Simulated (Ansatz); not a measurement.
In doubt: masses and optical values from hybrid runs of this build are listed as unsure, which bears on the screening that GW takes from such a start.

Rows from a G0W0 calculation on GaN (F-43m) (Ansatz 0.2.0; G0W0 on HSE06, plane waves, PAW; PAW set soft_1; 8×8×8 mesh, 51 empty bands, screening to 100 eV, PAW set soft_1 files), in eV. Spin-orbit coupling is left out.

```csv
row,k,band,start,Σx,Σc at the solution,Vxc
A,Γ,v1,8.807,-23.598,2.932,-20.772
B,Γ,c2,20.734,-7.631,-4.801,-12.920
C,Γ,c1,11.763,-10.955,-3.444,-14.925
```

Question: Work out each quasiparticle level and how far it moved.

The quasiparticle equation reads E = start + Σx + Σc(E) − Vxc.

```csv
row,E (eV),shift (eV)
A,8.912,+0.105
B,21.221,+0.487
C,12.289,+0.526
```

Limits: not at the basis limit; no spin-orbit coupling.

[Paths, hosts, dates, memory and timing lines, banners, echoed tables and standing remarks are left out of the program output.]

[Logs are printed without paths, hosts, clocks, repeated set-up lines and the standing remarks that a program may print on its own settings, such as how far it seeks lower states.]

[Runs of the session that timed out or met a known fault of the program may be left out.]

[Cells called generated may have been cut or substituted from an entry of the Crystallography Open Database or the Materials Project.]

[Hosts, paths, dates, database ids (printed as entryN), source tags and the programs' standing remarks are cut or masked in the printed files.]
